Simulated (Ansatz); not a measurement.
Runs of Ansatz 0.2.0 on FePt (Tetraferroplatinum). It takes space group P4/mmm (No. 123, tetragonal). Conventional cell: a = 2.724 Å, b = 2.724 Å, c = 3.720 Å, α = 90.00°, β = 90.00°, γ = 90.00°. Pt (site symmetry 4/mmm) has 8 Fe at 2.68 Å and 4 Pt at 2.72 Å as nearest neighbours. Fe (site symmetry 4/mmm) has 8 Pt at 2.68 Å and 4 Fe at 2.72 Å as nearest neighbours. 

```tsv
task	level	spin	k mesh	cutoff (eV)	points for each segment of the path	q mesh	gap on the mesh (eV)	moment (μB)	V0 of scaled cells (Å³/atom)	B0 (GPa)
band structure	PBEsol	non-collinear, ferromagnetic start, SOC	10 × 10 × 7	420	14	-	none	3.25	-	-
equation of state	r2SCAN	collinear, ferromagnetic start	10 × 10 × 7	500	-	-	-	-	13.94	220
equation of state	LDA	collinear, ferromagnetic start	10 × 10 × 7	420	-	-	-	-	(b)	(a)
phonons	PBEsol	collinear, ferromagnetic start	8 × 8 × 6	420	8	2 × 2 × 2	none	(c)	-	-
equation of state	PBE	collinear, ferromagnetic start	10 × 10 × 7	420	-	-	-	-	14.02	201
```

Alike in all rows: potentials or basis Ansatz PAW; cell as given; smearing fermi-dirac 0.05 eV.

Question: Estimate the missing entries.

Answer: (a) 264; (b) 13.05; (c) 3.34.

Caveats: the cell was scaled at fixed shape and fractional positions, which overstates the stiffness of a crystal with free parameters, most of all of layers and chains (some runs); the PAW data sets come from PBE, with cores solved anew for the run's functional, which leaves a small shift of forces and pressure (some runs); the thresholds are loose for stress (some runs); the magnetic or orbital state may not be the lowest (some runs); the PAW data sets were made with another functional, which shifts forces and pressure a little (some runs); some levels weren't fully converged (some runs).

A k mesh can miss the band edges, and rows without SOC leave out spin-orbit coupling on Pt.

A gap of «none» marks a metal or a gap under the smearing width.
